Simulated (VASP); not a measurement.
Set up this calculation in VASP 6.6.1, as the native input.

* Task: work function
* Functional: PBE
* Potentials or basis: VASP PAW PBE potentials, release 64 (Cu)
* Cutoff: 520 eV
* k mesh: 18 × 18 × 1
* Occupations: methfessel-paxton, width 0.2 eV
* Spin: no spin polarisation
* Further INCAR settings: ALGO = Normal; EDIFF = 1e-06

The structure of Cu lies in POSCAR:

```
Cu                                      
1.0
    2.5703331496      0.0000000000      0.0000000000
    0.0000000000      2.5703331496      0.0000000000
    0.0000000000      0.0000000000     29.5400000000
  Cu            
     9
Direct
     0.0000000000000000    0.0000000000000000    0.2554684301284779
     0.5000000000000000    0.5000000000000000    0.3151379581447336
     1.0000000000000000    0.0000000000000000    0.3769195998683417
     0.5000000000000000    0.5000000000000000    0.4384667775187738
     1.0000000000000000    0.0000000000000000    0.5000000000000000
     0.5000000000000000    0.5000000000000000    0.5615332224812261
     1.0000000000000000    0.0000000000000000    0.6230804001316581
     0.5000000000000000    0.5000000000000000    0.6848620418552666
     0.0000000000000000    0.0000000000000000    0.7445315698715224
```

The cell was built by a generator and needn't be a form met in nature.

The input as run:

INCAR

```
ALGO     = Normal         # electronic algorithm
EDIFF    = 1E-6           # SCF threshold, eV
ENCUT    = 520            # plane-wave cutoff, eV
GGA      = PE             # functional
ISIF     = 2              # what is computed and relaxed
ISMEAR   = 1              # smearing method
KPAR     = 8            
LASPH    = T              # aspherical terms in the spheres
LCHARG   = T              # write CHGCAR
LREAL    = F              # projectors in reciprocal space
LVACPOTAV= T            
LVHAR    = T            
LWAVE    = F              # write WAVECAR
NELM     = 100            # most SCF steps
PREC     = Accurate       # precision mode
SIGMA    = 0.2            # smearing width, eV
```

KPOINTS

```
k-points
0
Gamma
  18 18 1
```

Potentials or basis: VASP PAW PBE potentials, release 64 (Cu).

The run is started by

```bash
$ cat potpaw_PBE.64/Cu/POTCAR > POTCAR
$ mpirun -np 8 vasp_std > vasp.out
```

It gave:

```yaml
Largest_force: 0.003 eV/Å
Band_gap_on_the_k_mesh: none (metal or under the smearing width)
```

It took 3.8 min on 8 MPI ranks on Intel(R) Xeon(R) Platinum 8488C (Sapphire Rapids) (shared host), peak memory 0.6 GiB a rank.
